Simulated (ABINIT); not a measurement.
## RbBr (Fm-3m): a self-consistent loop beyond G0W0, cycle by cycle

Aim: iterate the self-energy on RbBr (Fm-3m) and follow the gap from cycle to cycle.

Main program and level: ABINIT 10.8.3; PBE and many-body steps on it, plane waves.

The database entry behind the starting cell differs from later determinations by our own check (about 0.5 % short), so it need not match the best structure at ambient conditions.

### Step 1. The starting structure

Symmetry: Fm-3m, No. 225, cubic system. Conventional cell: a = 6.854 Å, b = 6.854 Å, c = 6.854 Å, α = 90.00°, β = 90.00°, γ = 90.00°. Nearest to Rb lie 6 Br at 3.43 Å. Nearest to Br lie 6 Rb at 3.43 Å. Farther neighbours and most contacts between anions are not listed.

The cell and positions come from the Crystallography Open Database and are kept as given unless a step says otherwise.

### Step 2. Empty states on the mesh, 4×4×4 mesh, 69 bands

This step: ABINIT 10.8.3; DFT, PBE, plane waves, norm-conserving pseudopotentials.

The sums over transitions need many empty states on a uniform mesh; this step solves for them.

Input file run.abi:

```
acell 3*1.0 Angstrom
rprim 
  0.000000000000 3.427000000000 3.427000000000
  3.427000000000 0.000000000000 3.427000000000
  3.427000000000 3.427000000000 -0.000000000000
ntypat 2
znucl 37 35
natom 2
typat 1 2
xred 
  0.000000000000 0.000000000000 0.000000000000
  0.500000000000 0.500000000000 0.500000000000
pp_dirpath "pseudos"
pseudos "Rb.upf, Br.upf"
ecut 19
ngkpt 4 4 4
nshiftk 1
shiftk 0 0 0
kptopt 1
chksymbreak 0
irdden 1
istwfk *1
nband 69
prtvol 0
optdriver 6
gwr_task "HDIAGO"
paral_kgb 0
occopt 1
indata_prefix "in"
outdata_prefix "out"
tmpdata_prefix "tmp"
```

Started as:

```
$ OMP_NUM_THREADS=1 mpirun -n 4 abinit run.abi > log
```

What it wrote:

```text
.Version 10.8.3 of ABINIT. v10.8.2 released Aug 2026.

 Symmetries : space group Fm -3 m (#225); Bravais cF (face-center cubic)
[... echo of the input left out ...]
== DATASET  1 ==================================================================
-   mpi_nproc: 4, omp_nthreads: 1 (-1 if OMP is not activated)

--- !DatasetInfo
iteration_state: {dtset: 1, }
dimensions: {natom: 2, nkpt: 8, mband: 69, nsppol: 1, nspinor: 1, nspden: 1, mpw: 2180, }
cutoff_energies: {ecut:  19.0, pawecutdg:  -1.0, }
[...]
Direct band gap semiconductor
 Fundamental gap:     4.364 (eV)
   VBM:    -1.042 (eV) at k: [ 0.0000E+00,  0.0000E+00,  0.0000E+00]
   CBM:     3.322 (eV) at k: [ 0.0000E+00,  0.0000E+00,  0.0000E+00]
 Direct gap:         4.364 (eV) at k: [ 0.0000E+00,  0.0000E+00,  0.0000E+00]

== END DATASET(S) ==============================================================
================================================================================

 -outvars: echo values of variables after computation  --------
           etotal      0.0000000000E+00
            nband          69
             nkpt           8
          spgroup         225
 [... the other variables as echoed above ...]

 Calculation completed.
```

The job ended after 14 s (4 MPI ranks of Arm Neoverse V2, shared host; peak memory 1.3 GiB; 57 s of CPU time).

This step gave:

```yaml
gap: 4.364 eV
k_of_the_valence_top: 0, 0, 0
k_of_the_conduction_bottom: 0, 0, 0
least_direct_gap: 4.364 eV
k_points_computed: 8
lowest_point_of_the_top_converged_band_above_the_valence_top: 38.05 eV
```

On this mesh the gap is 4.364 eV.

The density comes from a self-consistent run that is not shown.

### Step 3. Screening, 4×4×4 mesh, 61 bands, screening to 106.1 eV

The RPA dielectric matrix is built and inverted for each q.

This step: RPA screening on PBE, plane waves, norm-conserving pseudopotentials.

Edit run.abi of step 2 so:

```diff
@@ -20,10 +20,11 @@
 chksymbreak 0
-irdden 1
 istwfk *1
-nband 69
-prtvol 0
-optdriver 6
-gwr_task "HDIAGO"
-paral_kgb 0
 occopt 1
+irdwfk 1
+optdriver 3
+nband 61
+ecuteps 3.9
+inclvkb 2
+awtr 1
+symchi 1
 indata_prefix "in"
```

What it wrote:

```text
.Version 10.8.3 of ABINIT. v10.8.2 released Aug 2026.

 Symmetries : space group Fm -3 m (#225); Bravais cF (face-center cubic)
[... echo of the input left out ...]
== DATASET  1 ==================================================================
-   mpi_nproc: 4, omp_nthreads: 1 (-1 if OMP is not activated)

--- !DatasetInfo
iteration_state: {dtset: 1, }
dimensions: {natom: 2, nkpt: 8, mband: 61, nsppol: 1, nspinor: 1, nspden: 1, mpw: 2180, }
cutoff_energies: {ecut:  19.0, pawecutdg:  -1.0, }
electrons: {nelect:   1.60000000E+01, charge:   0.00000000E+00, occopt:   1.00000000E+00, tsmear:   1.00000000E-02, }

 SCREENING: Calculation of the susceptibility and dielectric matrices

 Based on a program developped by R.W. Godby, V. Olevano, G. Onida, and L. Reining.
 Incorporated in ABINIT by V. Olevano, G.-M. Rignanese, and M. Torrent.
.Using double precision arithmetic ; gwpc =  8

[... cell and pseudopotentials left out ...]
--------------------------------------------------------------------------------

 ==== K-mesh for the wavefunctions ====
 Number of points in the irreducible wedge :     8
[... list of points left out ...]
 Together with 48 symmetry operations and time-reversal symmetry
 yields    64 points in the full Brillouin Zone.

 ==== Q-mesh for the screening function ====
 Number of points in the irreducible wedge :     8
[... list of points left out ...]
 Together with 48 symmetry operations and time-reversal symmetry
 yields    64 points in the full Brillouin Zone.

 setmesh: FFT mesh size selected  =    25x   25x   25
          total number of points  =        15625

 vcoul_init : cutoff-mode = AUXILIARY_FUNCTION
 q-points for optical limit:   1
     1)      0.000010    0.000020    0.000030

- screening: taking advantage of time-reversal symmetry
- Maximum band index for partially occupied states nbvw = 8
- Remaining bands to be divided among processors   nbcw = 53
- Number of bands treated by each node ~13

 Number of electrons calculated from density =   16.0000; Expected =   16.0000
 average of density, n =  0.029454
 r_s =    2.0087
 omega_plasma =   16.5551 [eV]

 calculating chi0 at frequencies [eV] :
  1    0.000000E+00    0.000000E+00
  2    0.000000E+00    1.655507E+01

--------------------------------------------------------------------------------
  q-point number  1        q = ( 0.000000, 0.000000, 0.000000) [r.l.u.]
--------------------------------------------------------------------------------
[... chi0 elements left out ...]
 For q-point:  0.000010 0.000020 0.000030
  dielectric constant =   2.3651
  dielectric constant without local fields =   2.8418

  Average fulfillment of the sum rule on Im[epsilon] for q-point    1 :     70.13  [%]
[... wings left out ...]
  q-point number  2        q = ( 0.250000, 0.000000, 0.000000) [r.l.u.]
--------------------------------------------------------------------------------
[... chi0 elements left out ...]
  Average fulfillment of the sum rule on Im[epsilon] for q-point    2 :     86.54  [%]

 [... 6 further q-points ...]
```

It took 6.3 s on 4 MPI ranks; peak memory 0.53 GiB; 25 s of CPU time.

Numbers from this step:

* ε∞ with local fields, on this mesh, along the program's q direction: 2.365
* the same without local fields: 2.842
* plasma frequency: 16.56 eV
* plane waves in the screening matrix: 181

Local fields lower ε∞ by 17 %.

### Step 4. G0W0

The self-energy is evaluated for the states that the input lists, and the levels follow from it, in one-shot runs by the linearised quasiparticle equation.

This step: G0W0 on PBE, plane waves, norm-conserving pseudopotentials.

Edit run.abi of step 3 so:

```diff
@@ -23,8 +23,15 @@
 irdwfk 1
-optdriver 3
+optdriver 4
 nband 61
+gwcalctyp 0
+ecutsigx 19
+symsigma 1
+nkptgw 1
+kptgw 
+  0.0000000000 0.0000000000 0.0000000000
+bdgw 
+  6 12
 ecuteps 3.9
-inclvkb 2
-awtr 1
-symchi 1
+irdscr 1
+ppmodel 1
 indata_prefix "in"
```

What it wrote:

```text
.Version 10.8.3 of ABINIT. v10.8.2 released Aug 2026.

 Symmetries : space group Fm -3 m (#225); Bravais cF (face-center cubic)
[... echo of the input left out ...]
== DATASET  1 ==================================================================
-   mpi_nproc: 4, omp_nthreads: 1 (-1 if OMP is not activated)

--- !DatasetInfo
iteration_state: {dtset: 1, }
dimensions: {natom: 2, nkpt: 8, mband: 61, nsppol: 1, nspinor: 1, nspden: 1, mpw: 2180, }
cutoff_energies: {ecut:  19.0, pawecutdg:  -1.0, }
electrons: {nelect:   1.60000000E+01, charge:   0.00000000E+00, occopt:   1.00000000E+00, tsmear:   1.00000000E-02, }

 SIGMA: Calculation of the GW corrections

 Based on a program developped by R.W. Godby, V. Olevano, G. Onida, and L. Reining.
 Incorporated in ABINIT by V. Olevano, G.-M. Rignanese, and M. Torrent.
.Using double precision arithmetic ; gwpc =  8

[... cell and pseudopotentials left out ...]
--------------------------------------------------------------------------------

 ==== K-mesh for the wavefunctions ====
 Number of points in the irreducible wedge :     8
[... list of points left out ...]
 Together with 48 symmetry operations and time-reversal symmetry
 yields    64 points in the full Brillouin Zone.

 ==== Q-mesh for screening function ====
 Number of points in the irreducible wedge :     8
[... list of points left out ...]
 Together with 48 symmetry operations and time-reversal symmetry
 yields    64 points in the full Brillouin Zone.

 vcoul_init : cutoff-mode = AUXILIARY_FUNCTION
 q-points for optical limit:   1
     1)      0.000010    0.000020    0.000030
 setmesh: FFT mesh size selected  =    36x   36x   36
          total number of points  =        46656

 Number of electrons calculated from density =   16.0000; Expected =   16.0000
 average of density, n =  0.029454
 r_s =    2.0087
 omega_plasma =   16.5551 [eV]

 === KS Band Gaps ===
  >>>> For spin  1
   Minimum direct gap =   4.3636 [eV], located at k-point      :   0.0000  0.0000  0.0000
   Fundamental gap    =   4.3636 [eV], Top of valence bands at :   0.0000  0.0000  0.0000
                                       Bottom of conduction at :   0.0000  0.0000  0.0000
 SIGMA fundamental parameters:
 PLASMON POLE MODEL  1
 number of plane-waves for SigmaX                 2109
 number of plane-waves for SigmaC and W            181
 number of plane-waves for wavefunctions          2109
 number of bands                                    61
 number of independent spin polarizations            1
 number of spinorial components                      1
 number of k-points in IBZ                           8
 number of q-points in IBZ                           8
 number of symmetry operations                      48
 number of k-points in BZ                           64
 number of q-points in BZ                           64
 number of frequencies for dSigma/dE                 9
 frequency step for dSigma/dE [eV]                0.25
 number of omega for Sigma on real axis              0
 max omega for Sigma on real axis  [eV]           0.00
 zcut for avoiding poles [eV]                     0.10

 EPSILON^-1 parameters (SCR file):
 dimension of the eps^-1 matrix on file            181
 dimension of the eps^-1 matrix used               181
 number of plane-waves for wavefunctions          2109
 number of bands                                    61
 number of q-points in IBZ                           8
 number of frequencies                               2
 number of real frequencies                          1
 number of imag frequencies                          1

 matrix elements of self-energy operator (all in [eV])

 Perturbative Calculation

--- !SelfEnergy_ee
iteration_state: {dtset: 1, }
kpoint     : [   0.000,    0.000,    0.000, ]
spin       : 1
KS_gap     :    4.364
QP_gap     :    6.539
Delta_QP_KS:    2.175
data: !SigmaeeData |
     Band     E0 <VxcDFT>   SigX SigC(E0)      Z dSigC/dE  Sig(E)    E-E0       E
        6  -1.042 -12.668 -16.491   2.062   0.817  -0.224 -14.107  -1.438  -2.480
        7  -1.042 -12.668 -16.491   2.062   0.817  -0.224 -14.107  -1.438  -2.480
        8  -1.042 -12.668 -16.491   2.062   0.817  -0.224 -14.107  -1.438  -2.480
        9   3.322  -6.375  -2.894  -2.634   0.870  -0.150  -5.638   0.737   4.059
       10   6.243  -7.381  -3.248  -2.649   0.865  -0.155  -6.097   1.284   7.527
       11   6.243  -7.381  -3.248  -2.649   0.865  -0.155  -6.097   1.284   7.527
       12   6.243  -7.381  -3.248  -2.649   0.865  -0.155  -6.097   1.284   7.527

== END DATASET(S) ==============================================================
================================================================================

 -outvars: echo values of variables after computation  --------
           etotal      0.0000000000E+00
            nband          61
             nkpt           8
          spgroup         225
 [... the other variables as echoed above ...]

 Calculation completed.
```

Run time: 3.2 s. Hardware: 4 MPI ranks; peak memory 0.54 GiB.

Numbers from this step:

| Property | Result |
| --- | --- |
| G0W0 gap on the points computed | 6.539 eV |
| starting gap on the mesh | 4.364 eV |
| k of the valence top | 0, 0, 0 |
| k of the conduction bottom | 0, 0, 0 |
| Z at the valence top | 0.817 |
| Z at the conduction bottom | 0.87 |
| least direct G0W0 gap on the computed points | 6.539 eV |

The gap on the mesh goes from 4.36 eV to 6.54 eV, a correction of +2.18 eV.

### Step 5. evGW0, cycle 1

This step: evGW0 on PBE, plane waves, norm-conserving pseudopotentials.

Edit run.abi of step 4 so:

```diff
@@ -25,10 +25,24 @@
 nband 61
-gwcalctyp 0
+gwcalctyp 10
 ecutsigx 19
 symsigma 1
-nkptgw 1
+nkptgw 8
 kptgw 
   0.0000000000 0.0000000000 0.0000000000
+  0.2500000000 0.0000000000 0.0000000000
+  0.5000000000 0.0000000000 0.0000000000
+  0.2500000000 0.2500000000 0.0000000000
+  0.5000000000 0.2500000000 0.0000000000
+  -0.2500000000 0.2500000000 0.0000000000
+  0.5000000000 0.5000000000 0.0000000000
+  -0.2500000000 0.5000000000 0.2500000000
 bdgw 
-  6 12
+  1 15
+  1 15
+  1 15
+  1 15
+  1 15
+  1 15
+  1 15
+  1 15
 ecuteps 3.9
```

What it wrote:

```text
.Version 10.8.3 of ABINIT. v10.8.2 released Aug 2026.

 Symmetries : space group Fm -3 m (#225); Bravais cF (face-center cubic)
[... echo of the input left out ...]
== DATASET  1 ==================================================================
-   mpi_nproc: 4, omp_nthreads: 1 (-1 if OMP is not activated)

--- !DatasetInfo
iteration_state: {dtset: 1, }
dimensions: {natom: 2, nkpt: 8, mband: 61, nsppol: 1, nspinor: 1, nspden: 1, mpw: 2180, }
cutoff_energies: {ecut:  19.0, pawecutdg:  -1.0, }
electrons: {nelect:   1.60000000E+01, charge:   0.00000000E+00, occopt:   1.00000000E+00, tsmear:   1.00000000E-02, }

 SIGMA: Calculation of the GW corrections

 Based on a program developped by R.W. Godby, V. Olevano, G. Onida, and L. Reining.
 Incorporated in ABINIT by V. Olevano, G.-M. Rignanese, and M. Torrent.
.Using double precision arithmetic ; gwpc =  8

[... cell and pseudopotentials left out ...]
--------------------------------------------------------------------------------

 ==== K-mesh for the wavefunctions ====
 Number of points in the irreducible wedge :     8
[... list of points left out ...]
 Together with 48 symmetry operations and time-reversal symmetry
 yields    64 points in the full Brillouin Zone.

 ==== Q-mesh for screening function ====
 Number of points in the irreducible wedge :     8
[... list of points left out ...]
 Together with 48 symmetry operations and time-reversal symmetry
 yields    64 points in the full Brillouin Zone.

 vcoul_init : cutoff-mode = AUXILIARY_FUNCTION
 q-points for optical limit:   1
     1)      0.000010    0.000020    0.000030
 setmesh: FFT mesh size selected  =    36x   36x   36
          total number of points  =        46656

 Number of electrons calculated from density =   16.0000; Expected =   16.0000
[...]
QP_gap     :    8.165
Delta_QP_KS:    2.391
data: !SigmaeeData |
     Band     E_DFT   <VxcDFT>   E(N-1)  <Hhartree>   SigX  SigC[E(N-1)]    Z     dSigC/dE  Sig[E(N)]  DeltaE  E(N)_pert E(N)_diago
[...]
--- !SelfEnergy_ee
iteration_state: {dtset: 1, }
kpoint     : [  -0.250,    0.500,    0.250, ]
spin       : 1
KS_gap     :    7.434
QP_gap     :   10.008
Delta_QP_KS:    2.574
data: !SigmaeeData |
     Band     E_DFT   <VxcDFT>   E(N-1)  <Hhartree>   SigX  SigC[E(N-1)]    Z     dSigC/dE  Sig[E(N)]  DeltaE  E(N)_pert E(N)_diago
[...]
14     9.900   -10.549     9.900    20.449    -5.055    -2.947     0.847    -0.181    -8.392     2.158    12.057    12.367
       15     9.966    -8.733     9.966    18.699    -3.954    -2.914     0.857    -0.168    -7.135     1.598    11.564    12.448

 New Fermi energy :        2.511634E-02 Ha ,    6.834503E-01 eV
 New Exchange energy :    -5.884796E+00 Ha ,   -1.601335E+02 eV

 === QP Band Gaps ===
  >>>> For spin  1
   Minimum direct gap =   6.9712 [eV], located at k-point      :   0.0000  0.0000  0.0000
   Fundamental gap    =   6.9712 [eV], Top of valence bands at :   0.0000  0.0000  0.0000
                                       Bottom of conduction at :   0.0000  0.0000  0.0000

 writing QP data on file : out_QPS

 Convergence of QP corrections
 >>>>> For spin  1 <<<<<
.  kptgw no:  1; Maximum DeltaE = (  -2.468   1.352) for band index:  2
.  kptgw no:  2; Maximum DeltaE = (  -2.372   0.735) for band index:  2
.  kptgw no:  3; Maximum DeltaE = (  -2.401  -0.011) for band index:  4
[...]
.  kptgw no:  7; Maximum DeltaE = (  -2.514  -0.003) for band index:  3
.  kptgw no:  8; Maximum DeltaE = (  -2.479   0.001) for band index:  3

== END DATASET(S) ==============================================================
================================================================================

 -outvars: echo values of variables after computation  --------
           etotal      0.0000000000E+00
            nband          61
             nkpt           8
          spgroup         225
 [... the other variables as echoed above ...]

 Calculation completed.
```

It took 51 s on 4 MPI ranks; peak memory 0.89 GiB.

This step gave:

| Item | Value |
| --- | --- |
| quasiparticle gap on the mesh | 6.971 eV |
| gap of the density functional on the mesh | 4.364 eV |
| k of the valence top | 0, 0, 0 |
| k of the conduction bottom | 0, 0, 0 |
| Z at the valence top | 0.817 |
| Z at the conduction bottom | 0.87 |
| least direct quasiparticle gap on the computed points | 6.971 eV |

Against G0W0 in ABINIT (4×4×4 mesh, 61 bands, screening to 106.1 eV, Godby-Needs plasmon pole), the gap moves by +0.432 eV. This first cycle still uses the starting levels; it takes the full correction, at all points of the mesh, and its linearised value is 6.539 eV.

### Step 6. evGW0, cycle 2

The corrected levels of the last cycle go back in.

Edit run.abi of step 5 so:

```diff
@@ -50,2 +50,3 @@
 ppmodel 1
+irdqps 1
 indata_prefix "in"
```

What it wrote:

```text
.Version 10.8.3 of ABINIT. v10.8.2 released Aug 2026.

 Symmetries : space group Fm -3 m (#225); Bravais cF (face-center cubic)
[... echo of the input left out ...]
== DATASET  1 ==================================================================
-   mpi_nproc: 4, omp_nthreads: 1 (-1 if OMP is not activated)

--- !DatasetInfo
iteration_state: {dtset: 1, }
dimensions: {natom: 2, nkpt: 8, mband: 61, nsppol: 1, nspinor: 1, nspden: 1, mpw: 2180, }
cutoff_energies: {ecut:  19.0, pawecutdg:  -1.0, }
[...]
.  kptgw no:  3; Maximum DeltaE = (  -2.058  -0.233) for band index:  1
[...]
.  kptgw no:  7; Maximum DeltaE = (  -2.117  -0.083) for band index:  1
.  kptgw no:  8; Maximum DeltaE = (  -2.153  -0.193) for band index:  1

== END DATASET(S) ==============================================================
================================================================================

 -outvars: echo values of variables after computation  --------
           etotal      0.0000000000E+00
            nband          61
             nkpt           8
          spgroup         225
 [... the other variables as echoed above ...]

 Calculation completed.
```

Elapsed: 51 s, on 4 MPI ranks; peak memory 0.89 GiB; 3.4 min of CPU time.

This step gave:

```
quasiparticle gap on the mesh                         : 6.883 eV
gap of the density functional on the mesh             : 4.364 eV
k of the valence top                                  : 0, 0, 0
k of the conduction bottom                            : 0, 0, 0
least direct quasiparticle gap on the computed points : 6.883 eV
```

Against the cycle before, the gap moves by −0.088 eV.

### Step 7. evGW0, cycle 3

run.abi is that of step 6.

What it wrote:

```text
.Version 10.8.3 of ABINIT. v10.8.2 released Aug 2026.

 Symmetries : space group Fm -3 m (#225); Bravais cF (face-center cubic)
[... echo of the input left out ...]
== DATASET  1 ==================================================================
-   mpi_nproc: 4, omp_nthreads: 1 (-1 if OMP is not activated)

--- !DatasetInfo
iteration_state: {dtset: 1, }
dimensions: {natom: 2, nkpt: 8, mband: 61, nsppol: 1, nspinor: 1, nspden: 1, mpw: 2180, }
cutoff_energies: {ecut:  19.0, pawecutdg:  -1.0, }
[...]
.  kptgw no:  3; Maximum DeltaE = (   1.637   0.300) for band index:  1
[...]
.  kptgw no:  7; Maximum DeltaE = (   1.880   0.258) for band index:  1
.  kptgw no:  8; Maximum DeltaE = (   1.756   0.356) for band index:  1

== END DATASET(S) ==============================================================
================================================================================

 -outvars: echo values of variables after computation  --------
           etotal      0.0000000000E+00
            nband          61
             nkpt           8
          spgroup         225
 [... the other variables as echoed above ...]

 Calculation completed.
```

Wall time 51 s (4 MPI ranks); peak memory 0.89 GiB; 3.4 min of CPU time.

Numbers from this step:

```yaml
quasiparticle_gap_on_the_mesh: 6.880 eV
gap_of_the_density_functional_on_the_mesh: 4.364 eV
k_of_the_valence_top: 0, 0, 0
k_of_the_conduction_bottom: 0, 0, 0
least_direct_quasiparticle_gap_on_the_computed_points: 6.880 eV
```

Against the cycle before, the gap moves by −0.003 eV.

(Part 1 of 3 ends here.)

[Paths, hosts, dates, memory and timing lines, banners, echoed tables and standing remarks are left out of the program output.]

[Logs are printed without paths, hosts, clocks, repeated set-up lines and the standing remarks that a program may print on its own settings, such as how far it seeks lower states.]

[Runs of the session that timed out or met a known fault of the program may be left out.]

[Hosts, paths, dates, database ids (printed as entryN), source tags and the programs' standing remarks are cut or masked in the printed files.]

[G0W0 gaps are taken among the corrected bands and points alone; a level outside them can change the order at an edge.]

[Where Ansatz stands beside ABINIT at settings called matched, ABINIT's density can come from a denser mesh and the files from another edition; pairs whose starting gaps differed by over 0.03 eV were left out, so agreement reads better than it is.]
